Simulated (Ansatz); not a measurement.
Effect of biaxial strain −4.07 %, plane normal [110], relaxed out of plane on ZnTe

Base system: ZnTe in the zinc blende structure (space group F-43m, No. 216; a = 6.179 Å). Axes: x, y, z lie along the cube axes.

One thing is altered: compressive biaxial strain of 4.07 % in the plane normal to [110], as in epitaxy on a mismatched substrate; the out-of-plane cell vector and the atoms relax.

All numbers come from PBE (Ansatz, a first-principles code, PAW, spin-orbit coupling left out). k-mesh 9×9×9 (Γ-centred); smearing 0.05 eV (Fermi–Dirac).

| quantity | base | changed | shift |
|---|---|---|---|
| space group | F-43m (No. 216) | Imm2 (No. 44) | – |
| shortest interatomic distance | 2.676 Å | 2.614 Å | -0.062 Å |
| energy relative to the base (free energy F) | 0 meV/atom | +27 meV/atom | +27 meV/atom |
| pressure (mean of the normal stresses, compression positive) | 0.00 GPa | 2.48 GPa | +2.48 GPa |
| band gap | 1.08 eV | 1.06 eV | -0.02 eV |
| gap character | direct at Γ | direct at Γ | – |
| valence-band top at Γ (three highest levels, from the VBM) | 0.00, 0.00, 0.00 eV | 0.00, -0.17, -0.45 eV | – |
| valley order (the lowest conduction-band minima on the path, energy above the VBM, named in the base's zone) | Γ 1.08 eV; L along ⟨111⟩ 1.74 eV; a point along ⟨100⟩, about 0.9 Å⁻¹ from Γ 2.28 eV | Γ 1.06 eV; L along [1-11] 1.27 eV; X along [001] 1.45 eV; L along [111] 1.91 eV | – |
| out-of-plane strain | – | +3.20 % | – |
| ratio −ε⊥/ε∥ | – | 0.79 | – |
| mean in-plane stress (compression positive) | – | +3.7 GPa | – |

Spin-orbit coupling, missing from the scalar runs, can matter with Te. No phonon test of stability was made. Labels are those of the standard path for the cell's own space group.
